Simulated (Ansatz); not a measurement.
# ZrSi2: checking dH/dP = V

All numbers below come from Ansatz 0.2.0, DFT PBEsol, scalar-relativistic, plane waves, PAW. Run with 420 eV cutoff, 10×10×10 k-mesh, Gaussian smearing of 0.10 eV, no spin polarisation.

The relaxed crystal:

```xyz
6
Lattice="1.8371 -7.2829 0.0000 1.8371 7.2829 0.0000 0.0000 0.0000 3.6568" Properties=species:S:1:pos:R:3 pbc="T T T"
Zr    1.8371   -5.7576    2.7426
Zr    1.8371    5.7576    0.9142
Si    1.8371   -0.7860    2.7426
Si    1.8371    0.7860    0.9142
Si    1.8371    3.6381    2.7426
Si    1.8371   -3.6381    0.9142
```

Cell and atoms were relaxed at each target pressure within the start's symmetry (Cmcm), at zero temperature; other phases can be more stable under pressure. H = E + PV with P the target; E is the free energy at the smearing used, whose derivative the pressure is, per atom and counted from zero pressure. The mesh named is that at zero pressure; some other pressures ran on another.

```
P (GPa) V (Å³/atom) E − E0 (meV) H − H0 (meV)
      0       16.309           0.0           0.0
      1       16.189           0.4         101.4
      4       15.850           5.6         401.3
     12       15.090          42.8        1173.0
     25       14.144         150.0        2357.1
     50       12.864         442.8        4457.5
     90       11.532        1012.2        7490.2
```

Q: Thermodynamics gives dH/dP = V along a relaxed path. Integrate V over P by the trapezoid rule and compare with the computed enthalpies.

A: With 1 eV/Å³ = 160.22 GPa, each step adds the mean volume times ΔP / 160.22:
| P (GPa) | ∫V dP (meV) | H − H0 (meV) | difference (meV) |
| --- | --- | --- | --- |
| 1 | 101.4 | 101.4 | 0.0 |
| 4 | 401.4 | 401.3 | 0.1 |
| 12 | 1173.8 | 1173.0 | 0.8 |
| 25 | 2359.9 | 2357.1 | 2.8 |
| 50 | 4467.1 | 4457.5 | 9.6 |
| 90 | 7512.5 | 7490.2 | 22.3 |

V(P) curves upward, so the trapezoid rule runs high; integrating a smooth curve through the same points puts that excess at about 21.9 meV at 90 GPa, against the 22.3 meV found.

Q: At 90 GPa, how much of the enthalpy change is stored energy and how much is the PV term?

A: E rises by 1012 meV/atom and PV is 90 × 11.532 / 160.22 = 6478 meV/atom, so PV makes 86 % of ΔH. So between rival structures at high pressure a small difference in volume can outweigh the difference in energy: 1 % of this volume is worth 64.8 meV/atom at this pressure.

Q: What bulk modulus do the lowest pressures give?

A: From the pressures that the runs reached, -0.99 GPa (16.432 Å³) and 0.99 GPa (16.189 Å³), B = −ΔP/Δln V = 1.98 / 0.0149 = 133 GPa, a mean over that range.